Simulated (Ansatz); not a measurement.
## C: a phonon run with finite displacements of 0.001 Å in the cell itself

Theory: Ansatz, DFT PBE, scalar-relativistic, plane waves, PAW.

Launched with:
```bash
ansatz run input.yaml --threads 1 --pin off --max-ram 3072MiB --backend cpu --events-out ev --progress --plain --runs-dir out
```

Input (bare energies are in eV):
```yaml
crystal:
  lattice:
    - [1.233279486, -2.1360615852, 0.0]
    - [1.233279486, 2.1360615852, 0.0]
    - [0.0, 0.0, 8.745681296]
  atoms:
    - { symbol: C, position: [0.0833322022, 0.9166677978, 0.7500234453] }
    - { symbol: C, position: [0.5833322022, 0.4166677978, 0.2499765547] }
    - { symbol: C, position: [0.9166677978, 0.0833322022, 0.2499765547] }
    - { symbol: C, position: [0.4166677978, 0.5833322022, 0.7500234453] }
basis:
  ecutwfc: 420
kpoints:
  mp_grid: { grid: [18, 18, 6] }
hamiltonian:
  xc: pbe
scf:
  occupations: { method: fermi_dirac, width: 0.15 }
output:
  eigenvalues: true
phonons:
  method: fd
  amplitude: 0.001
  supercell: [1, 1, 1]
  dielectric: false
```

From the output:
```
--- Phonons: 4 displaced members + reference (amplitude 0.001 Å, Σ member SCF iterations 25) ---
  symmetry images taken by strict's conditions (phonons.symmetry_images: auto; settled by no image being taken that strict refuses)
  ASR residual: 2.045e-4 → 0.000e0 eV/Å²; symmetrization residual: 1.647e-5 eV/Å²
  largest component of a force at the reference: 2.8e-5 eV/Å
  ASR residual per site (eV/Å²): 2.04e-4 2.04e-4 2.04e-4 2.04e-4
  Γ frequencies (cm⁻¹): -5.41 0.00 0.00 0.00 8.98 22.72 871.86 871.96 1548.31 1548.58 1548.96 1549.05
  density of states and harmonic sums: on the 29×29×7 q-mesh, interpolated from the force constants of a 1×1×1 supercell (no non-analytic term)
  largest difference from the sums on the solved wave vectors: F 4.78e-1 eV, S 4.73e-4 and C_V 3.35e-4 eV/K
  zero-point energy: 0.657313 eV/cell skipped modes (ω ≤ 0): 10, of them read as no rigid motion or as one in doubt: 7 (2.208e-3 modes/cell left out, lowest -5.41 cm⁻¹) left out of the sums: 2.26e-4 of the cell's modes: C_V's classical ...
```

It took 95 s on 1 thread of Intel(R) Xeon(R) Platinum 8488C (Sapphire Rapids), with other jobs on the host, peak memory 1 GiB.

Beside the reference run (Cutoff 420 eV, 18×18×6 k-points (Γ-centred), Fermi-Dirac smearing of 0.15 eV. No spin polarisation. Phonons by linear response, acoustic sum rule imposed.), the optical modes at Γ (cm⁻¹, by rank, not all listed, no LO field; i marks imaginary):
```csv
setting,mode 1,mode 2,mode 8,mode 9
reference run,5i,9,1549,1549
finite displacements of 0.001 Å in the cell itself,5i,9,1549,1549
```

Without a gap, frequencies and elastic constants depend on the k mesh and the smearing, soft modes and shear constants most. The crystal is built of layers and no dispersion correction was added, so the binding between them is poorly described, and with it their spacing and whatever depends on it.

This form isn't the element's structure at ambient conditions. The bands only touch here, so at this level the crystal is a zero-gap semiconductor or semimetal, not an ordinary metal.